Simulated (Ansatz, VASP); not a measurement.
One calculation of SiO2, two programs

```
Si O
1.0
     4.18010    0.00000    0.00000
     0.00000    4.18010    0.00000
     0.00000    0.00000    2.64112
Si O
2 4
Direct
  0.00000 0.00000 0.00000
  0.50000 0.50000 0.50000
  0.30670 0.30670 0.00000
  0.19330 0.80670 0.50000
  0.69330 0.69330 0.00000
  0.80670 0.19330 0.50000
```

Change from the starting cell: zz strain of -1 %.

Alike in both runs: task single point; functional PBEsol; k mesh 6 × 6 × 9; occupations fermi-dirac, width 0.03 eV; no spin polarisation.

|  | VASP | Ansatz |
| --- | --- | --- |
| version | VASP 6.6.1 | Ansatz 0.2.0 |
| potentials or method | VASP PAW PBE potentials, release 64 (Si, O), cutoff 520 eV | all-electron LAPW, scalar-relativistic |

|  | VASP | Ansatz | Ansatz less VASP |
| --- | --- | --- | --- |
| gap on the k mesh at the Fermi level (eV) | 5.80 | 5.81 | +0.005 |
| pressure (GPa) | 8.7 | 7.8 | -0.83 |
| largest component of the traceless stress (GPa) | 4.88 | 4.15 | -0.729 |
| rms of the force components (eV/Å) | 0.123 | 0.099 | -0.0241 |

Atom by atom the forces differ by 0.024 eV/Å (rms over components). Ansatz ran all-electron here, so the differences hold the error of VASP's frozen core and of both bases.

Caveats: the PAW data sets were made with another functional, which shifts forces and pressure a little (VASP); an odd mesh through Γ misses points on the zone boundary, where band edges often lie.
